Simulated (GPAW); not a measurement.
Runs of GPAW 26.7.0 on TiSi2. The structure is orthorhombic, space group Cmcm (No. 63). The conventional cell has a = 3.530 Å, b = 13.519 Å, c = 3.565 Å, α = 90.00°, β = 90.00°, γ = 90.00°. Around Ti (site symmetry m2m) lie 10 Si at 2.58 to 2.81 Å. Around Si (site symmetry m2m) lie 4 Si at 2.51 Å and 4 Ti at 2.66 to 2.67 Å. Si (site symmetry m2m) has 2 Si at 2.38 Å and 4 Ti at 2.58 Å as nearest neighbours. The cell comes from a database or a generator and needn't be the stable form of this composition.

| task | level | potentials or basis | k mesh | cutoff (eV) | maxiter | convergence | band path | band points | mesh quality | gap on the mesh (eV) | pressure (GPa) | largest force (eV/Å) |
| --- | --- | --- | --- | --- | --- | --- | --- | --- | --- | --- | --- | --- |
| single point | TB-mBJ | GPAW PAW data sets for LDA (gpaw-data 1.2.1), pw | 6 × 6 × 6 | 600 | 150 | - | - | - | not flagged | none | - | - |
| single point | LDA | the program's PAW data sets (release 1.2.1) made for this functional, pw | 6 × 6 × 6 | 500 | 120 | default | - | - | not flagged | none | (a) | 0.15 |
| band structure | r2SCAN | GPAW PAW data sets (gpaw-data 1.2.1), pw | 5 × 5 × 5 | 600 | 150 | - | GXSRAZGYX1A1TY,ZT | 80 | coarse | - | 0.4 | (c) |
| band structure | PBE | GPAW PAW data sets (gpaw-data 1.2.1), pw | 5 × 5 × 5 | 600 | 150 | - | GXSRAZGYX1A1TY,ZT | 80 | coarse | - | 2.3 | (b) |
| single point | PBE | GPAW PAW data sets (gpaw-data 1.2.1), pw | 6 × 6 × 6 | 500 | 120 | default | - | - | not flagged | none | 2.5 | 0.23 |

Alike in all rows: no spin polarisation; cell as given; smearing fermi-dirac 0.05 eV.

Task: Fill in the values left out.

Result: (a) -4.7; (b) 0.22; (c) 0.05.

Caveats: some runs use coarse meshes; the PAW data sets were made with another functional, which shifts forces and pressure a little (some runs); the cutoff is short for stress and forces, so pressures can be off by a GPa or more (some runs); a model potential gives levels but no total energy (some runs).

A k mesh can miss the band edges.

A gap of «none» marks a metal or a gap under the smearing width.

Not every run made on this cell is shown here.
